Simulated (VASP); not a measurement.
Crystal: Ga.

```xyz
2
Lattice="1.3830 -4.0265 0.0000 1.3830 4.0265 0.0000 -0.1174 0.0000 3.3299" Properties=species:S:1:pos:R:3 pbc="T T T"
Ga    1.2949    2.9716    2.4974
Ga    1.3536   -2.9716    0.8325
```

This isn't the form of Ga at room conditions, which is orthorhombic.

- Program: VASP 6.6.1
- Task: relaxation of cell and atoms
- Functional: B3LYP
- Potentials or basis: VASP PAW PBE potentials, release 64 (Ga_d)
- Cutoff: 600 eV
- k mesh: 4 × 4 × 3
- Occupations: fermi-dirac, width 0.05 eV
- Spin: no spin polarisation

At the start: pressure 4.5 GPa; volume 18.54 Å³/atom.

Problem. How do energy, volume and symmetry change on relaxing?

Solution. Over 10 steps the energy falls by 37.3 meV/atom and the volume is 20.18 Å³/atom (+8.8 %); space group C2/c (No. 15, to 0.05 Å).

Step by step:
```tsv
step	energy change (eV)	largest force (eV/Å)	pressure (GPa)	volume (Å³)
1	0.0000	0.1194	4.46	37.09
2	-0.0734	0.0314	0.48	39.89
3	-0.0744	0.0259	0.11	40.28
4	-0.0743	0.0267	0.23	40.21
5	-0.0746	0.0193	0.01	40.33
6	-0.0746	0.0189	0.00	40.33
7	-0.0747	0.0116	0.01	40.35
8	-0.0747	0.0045	0.02	40.36
9	-0.0747	0.0057	0.03	40.36
10	-0.0747	0.0086	0.03	40.35
```

Final structure:
```
Ga
1.0
     1.37508   -4.20046   -0.00787
     1.37508    4.20046   -0.00787
    -0.13594    0.00000    3.49376
Ga
2
Cartesian
  1.2731 3.0906 2.6124
  1.3411 -3.0906 0.8656
```

Caveat: the k mesh is coarse (spacing up to 0.63 Å⁻¹), so the values aren't converged, least of all with exact exchange; the PAW data sets were made with another functional, which shifts forces and pressure a little.
